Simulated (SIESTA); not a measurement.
The system is CdO2.

```
Cd O
1.0
     3.47623    0.00000    0.00000
    -1.73811    3.01050    0.00000
     0.00000    0.00000    4.14808
Cd O
1 2
Direct
  0.00000 0.00000 0.00000
  0.33333 0.66667 0.24422
  0.66667 0.33333 0.75578
```

The cell comes from a database or a generator and needn't be the stable form of this composition.

- Program: SIESTA 5.4.2
- Task: single point
- Functional: PBEsol
- Potentials or basis: PseudoDojo 0.4 standard (PBEsol files)
- Basis: DZP (energy shift 0.003 Ry; two zetas on semicore shells)
- Grid cutoff: 800 Ry
- Energy shift: 0.003 Ry
- k mesh: 9 × 9 × 7
- Occupations: fermi-dirac, width 0.05 eV
- Spin: no spin polarisation

On this cell: pressure -9.1 GPa; largest force 0.036 eV/Å; band gap on the k mesh none (metal or under the smearing width).

The same run follows on a disturbed copy (atoms moved at random, drawn with an rms of 0.05 Å):

```
Cd O
1.0
     3.47623    0.00000    0.00000
    -1.73811    3.01050    0.00000
     0.00000    0.00000    4.14808
Cd O
1 2
Direct
  0.99450 0.00472 0.99246
  0.34136 0.66529 0.24291
  0.68025 0.34163 0.74211
```

What does the disturbed cell give?

The energy (extrapolated to zero smearing) moves by +6.6 meV/atom; pressure -9.9 GPa; largest force 0.552 eV/Å; band gap on the k mesh none (metal or under the smearing width).

Forces on the atoms (eV/Å):
```
Cd   0.551 -0.040  0.002
O   -0.272  0.010 -0.121
O   -0.278  0.030  0.119
```

Stress tensor (GPa, compression positive):
```
 -9.49   0.00   0.03
  0.00  -9.64   0.05
  0.03   0.05 -10.52
```

Caveats: the basis of atomic orbitals isn't converged, which shifts pressures, moduli and gaps.
